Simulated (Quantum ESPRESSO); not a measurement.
# Ru: phonons with PBE

The system is Ru.

```
Ru
1.0
     2.70580    0.00000    0.00000
    -1.35290    2.34329    0.00000
     0.00000    0.00000    4.28190
Ru
2
Direct
  0.66667 0.33333 0.75000
  0.33333 0.66667 0.25000
```

```yaml
Program: Quantum ESPRESSO 7.5
Task: phonons
Functional: PBE
Potentials_or_basis: JTH 2.0 PBE
Cutoff: 490 eV
Density_cutoff: 2939 eV
k_mesh: 11 × 11 × 6
Occupations: cold, width 0.272 eV
Spin: no spin polarisation
Mixing_beta: 0.5
Most_SCF_iterations: 120
SCF_threshold: 4e-10 Ry
```

| Property | Result |
| --- | --- |
| Relaxed volume | 13.78 Å³/atom |
| Relaxed cell | a = 2.721 Å, b = 2.721 Å, c = 4.298 Å, α = 90.00°, β = 90.00°, γ = 120.00° |
| Space group after relaxing (to 0.05 Å) | P6_3/mmc (No. 194) |
| Pressure after relaxing | 0.0 GPa |
| Band gap on the k mesh | none (metal or under the smearing width) |
| Highest phonon frequency at Γ | 249 cm⁻¹ |

Step by step:
| step | energy change (eV) | largest force (eV/Å) | pressure (GPa) | volume (Å³) |
| --- | --- | --- | --- | --- |
| 1 | 0.0000 | 0.0000 | 4.83 | 27.15 |
| 2 | -0.0039 | 0.0000 | -2.83 | 27.82 |
| 3 | -0.0063 | 0.0000 | -0.07 | 27.57 |
| 4 | -0.0063 | 0.0000 | 0.00 | 27.57 |
| 5 | -0.0063 | 0.0000 | 0.00 | 27.57 |

Final structure:
```
Ru
1.0
     2.72129    0.00000    0.00000
    -1.36064    2.35671    0.00000
     0.00000    0.00000    4.29827
Ru
2
Direct
  0.66667 0.33333 0.75000
  0.33333 0.66667 0.25000
```

Levels at points of the mesh, in eV from the Fermi level:
```
            k point  band 13  band 14  band 15  band 16  band 17  band 18  band 19  band 20
 (0.00, 0.00, 0.00)    -2.31    -1.82    -1.82    -1.33    -1.33     1.20     1.20     1.43
(0.00, 0.00, -0.50)    -2.66    -2.66    -2.59    -2.59     0.57     0.57     0.57     0.57
```

Phonon frequencies in cm⁻¹ (negative: imaginary):
| q point | frequencies |
| --- | --- |
| (0.000, 0.000, 0.000) | 0 0 10 175 175 249 |

Optical modes at Γ, degenerate ones joined:
```tsv
cm⁻¹	components	symmetry	active in
175	2	E2g	Raman
249	1	B1g	silent
```

Run time: 4.4 min on 1 thread of Intel(R) Xeon(R) Platinum 8488C (Sapphire Rapids) (shared host), peak memory 0.11 GiB.

Caveat: the mesh is thin for the phonons of a metal; the cutoff is low for these files, which shifts pressure and relaxed volume.
